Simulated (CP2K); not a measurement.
## Pb in CP2K: the effect of dispersion

Pb:

```
CELL_PARAMETERS angstrom
3.42887 0.00000 0.00000
-1.14296 3.23277 0.00000
-1.14296 -1.61639 2.79966
ATOMIC_POSITIONS crystal
Pb 0.00000 0.00000 0.00000
```

This isn't the form of Pb at room conditions, which is fcc.

Alike in all runs:

| Quantity | Value |
| --- | --- |
| Program | CP2K 2026.2 |
| Task | single point |
| Functional | revPBE |
| Potentials or basis | POTENTIAL_UZH Pb GTH-PBE-q4; TZVP-MOLOPT-PBE-GTH basis |
| Density cutoff | 6123 eV |
| k mesh | 9 × 9 × 9 |
| Occupations | fermi-dirac, width 0.05 eV |
| Spin | no spin polarisation |

```csv
dispersion,pressure (GPa)
none,1.6
D3,?
D3(BJ),-2.1
D4,-1.3
D3(BJ)+ATM,-1.9
```

**Question.** What does the run with dispersion D3 give?

**Answer.** Pressure -0.5 GPa.

Caveats: the potentials were made for another functional, which shifts forces and pressure; the basis of atomic orbitals isn't converged, which shifts pressures, moduli and gaps; pairwise dispersion overbinds metals, which lowers pressure and volume (some runs).
